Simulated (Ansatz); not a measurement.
Runs of Ansatz 0.2.0 on CdGeAs2. The structure is tetragonal, space group I-42d (No. 122). Conventional cell: a = 5.978 Å, b = 5.978 Å, c = 11.329 Å, α = 90.00°, β = 90.00°, γ = 90.00°. Cd (site symmetry -4) has 4 As at 2.65 Å as nearest neighbours. Around As (site symmetry 2) lie 2 Ge at 2.45 Å and 2 Cd at 2.65 Å. Around Ge (site symmetry -4) lie 4 As at 2.45 Å. The cell is a database's computed one.

```csv
cell,target pressure (GPa),gap on the mesh (eV),pressure (GPa)
relaxed to 30 GPa,30,none,30.0
relaxed to 20 GPa,20,0.35,20.0
relaxed to 10 GPa,10,0.35,10.0
relaxed to 2 GPa,2,(a),2.0
relaxed,0,0.20,0.0
relaxed to 5 GPa,5,0.05,5.0
```

Alike in all rows: task relaxation of cell and atoms; level PBEsol; potentials or basis Ansatz PAW; no spin polarisation; k mesh 6 × 6 × 6; cutoff (eV) 420; smearing fermi-dirac 0.05 eV.

Problem. Estimate the missing entries.

Solution. (a) 0.16.

Caveats: the plane-wave basis is chosen anew once the cell has moved, so the energies of steps on either side of that aren't comparable; the PAW data sets come from PBE, with cores solved anew for the run's functional, which leaves a small shift of forces and pressure.

A k mesh can miss the band edges, and the runs leave out spin-orbit coupling on As, Cd, Ge.

A gap of «none» marks a metal or a gap under the smearing width.
